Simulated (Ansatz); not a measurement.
## Stress against strain in Se

```yaml
crystal:
  lattice:
    - [4.35517, 0.00000, 0.00000]
    - [-2.17758, 3.77169, 0.00000]
    - [0.00000, 0.00000, 4.94945]
  atoms:
    - { symbol: Se, position: [0.21700, 0.00000, 0.16667] }
    - { symbol: Se, position: [0.00000, 0.21700, 0.83333] }
    - { symbol: Se, position: [0.78300, 0.78300, 0.50000] }
```

Atoms are numbered in the order listed.

The conventional cell has a = 4.355 Å, b = 4.355 Å, c = 4.949 Å, α = 90.00°, β = 90.00°, γ = 120.00°. Around Se (atom 1) lie 2 Se at 2.32 Å.

The geometry is COD entry 9008579, unchecked; take it as a test cell.

Method: DFT, PBE, all-electron LAPW, scalar-relativistic in Ansatz 0.2.0.

The runs use a Γ-centred 8×8×6 k mesh, Fermi–Dirac smearing of 0.03 eV, basis error target 0.5 meV/atom, no spin polarisation.

The strain is applied along the Cartesian axes of the cell as listed (the other components stay zero). Fractional coordinates are held (clamped ions).

σ is the change of stress from the unstrained cell, which is at 5.52 GPa; tension is positive, so slopes are stress–strain coefficients at that pressure.

Only quantities that a quadratic follows smoothly over the whole series are listed; rougher ones are left out.

```csv
εxx = εyy,σzz (GPa),σxx (GPa)
-0.0300,-4.97,-3.21
-0.0200,-3.16,-2.07
0.0000,0.00,0.00
0.0100,1.38,0.94
0.0200,2.63,1.82
0.0300,3.77,2.64
```

(1) Fit the series and read off the stiffness at zero strain.

(2) One run, at εxx = εyy = -0.0100, is withheld. Predict its row.

Results:

(1) Least-squares fits y = p0 + p1 x + p2 x² to the rows give σzz (GPa): p1 = 145, p2 = -660; σxx (GPa): p1 = 97.4, p2 = -320. So C13 + C23 = 145 GPa and C11 + C12 = 97 GPa, for these axes.

(2) The fits give -1.52, -1.01; the run gave -1.51, -1.00.
